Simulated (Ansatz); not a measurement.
# SiC: the cost of one run

Computed with Ansatz 0.2.0 (DFT PBEsol, frozen-core PAW, scalar-relativistic unless said, unless a step's input says otherwise).

### Step 1. The structure to begin with

The structure is hexagonal, space group P6_3mc (No. 186). Conventional cell: a = 3.076 Å, b = 3.076 Å, c = 5.048 Å, α = 90.00°, β = 90.00°, γ = 120.00°. Si (site symmetry 3m) has 4 C at 1.87 to 1.94 Å as nearest neighbours. C (site symmetry 3m) is surrounded by 4 Si at 1.87 to 1.94 Å.

Coordinates:

```cif
data_structure
_symmetry_space_group_name_H-M 'P6_3mc'
_symmetry_Int_Tables_number 186
_cell_length_a 3.0760
_cell_length_b 3.0760
_cell_length_c 5.0480
_cell_angle_alpha 90.000
_cell_angle_beta 90.000
_cell_angle_gamma 120.000
_cell_volume 41.36
loop_
_atom_site_label
_atom_site_type_symbol
_atom_site_symmetry_multiplicity
_atom_site_Wyckoff_symbol
_atom_site_fract_x
_atom_site_fract_y
_atom_site_fract_z
_atom_site_occupancy
Si1 Si 2 b 0.33333 0.66667 0.00000 1
C1 C 2 b 0.33333 0.66667 0.38500 1
```

Cartesian axes are those of the input's lattice vectors. The structure goes back to a database entry.

### Step 2. Cell and atoms relaxed, PAW

The input, input.yaml:

```yaml
crystal:
  lattice:
    - [3.07599999998, 0.0, 0.0]
    - [-1.53799999999, 2.66389414203, 0.0]
    - [0.0, 0.0, 5.048]
  atoms:
    - { symbol: Si, position: [0.333333333333, 0.666666666667, 0.0] }
    - { symbol: Si, position: [0.666666666667, 0.333333333333, 0.5] }
    - { symbol: C, position: [0.333333333333, 0.666666666667, 0.385] }
    - { symbol: C, position: [0.666666666667, 0.333333333333, 0.885] }
kpoints:
  mp_grid: { grid: [16, 16, 8] }
scf:
  occupations: { method: fermi_dirac, width: 0.1 }
hamiltonian:
  xc: pbesol
  pseudopotentials: { kind: paw }
relax:
  f_tol: 0.002
  max_steps: 80
  cell: {}
output:
  forces: true
  stress: true
  write_density: true
  write_potential: true
  elf: true
  volumetric_format: npy
```

Started as:

```bash
> ansatz run input.yaml --threads 1 --pin off --max-ram 3072MiB --backend cpu --events-out ev --progress --plain --runs-dir out
```

What time and memory should one allow on 1 thread of Arm Neoverse V2, shared host?

About 38 s, with a peak of 0.38 GiB.
